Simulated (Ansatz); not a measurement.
## Equation of state of Si2Mo from a dense series

```
CELL_PARAMETERS angstrom
-1.60000 1.60000 3.93050
1.60000 -1.60000 3.93050
1.60000 1.60000 -3.93050
ATOMIC_POSITIONS crystal
Si 0.33300 0.33300 0.00000
Si 0.66700 0.66700 0.00000
Mo 0.00000 0.00000 0.00000
```

Atom numbers follow the list: Si1, Si2, Mo3.

The cell is COD entry 1010282, as deposited and not checked against the literature; nothing was relaxed. It is an old determination, and later ones may differ.

Theory: Ansatz 0.2.0, DFT, PBE, all-electron LAPW, scalar-relativistic.

The runs use a Γ-centred 12×12×16 k mesh, Fermi–Dirac smearing of 0.03 eV, basis error target 1 meV/atom, no spin polarisation; this mesh doesn't keep the crystal's whole symmetry, which leaves small spurious terms.

The cell is scaled evenly. Fractional coordinates are held (clamped ions).

| V (Å³/atom) | P (GPa) |
| --- | --- |
| 12.879 | 11.98 |
| 13.148 | 6.86 |
| 13.282 | 4.50 |
| 13.416 | 2.26 |
| 13.550 | 0.14 |
| 13.684 | -1.87 |
| 13.953 | -5.58 |
| 14.221 | -8.91 |

**Question.** Fit a third-order Birch–Murnaghan curve to the pressures.

**Answer.** P = (3B0/2)(y^(7/2) − y^(5/2))[1 + (3/4)(B0′ − 4)(y − 1)] with y = (V0/V)^(2/3) fits within 0.01 GPa for V0 = 13.559 Å³/atom, B0 = 207.8 GPa and B0′ = 4.42.

**Question.** Predict the pressure at the withheld volume, 12.611 Å³/atom.

**Answer.** There y = 1.0495, so the fit gives 17.69 GPa; the run gave 17.68 GPa.
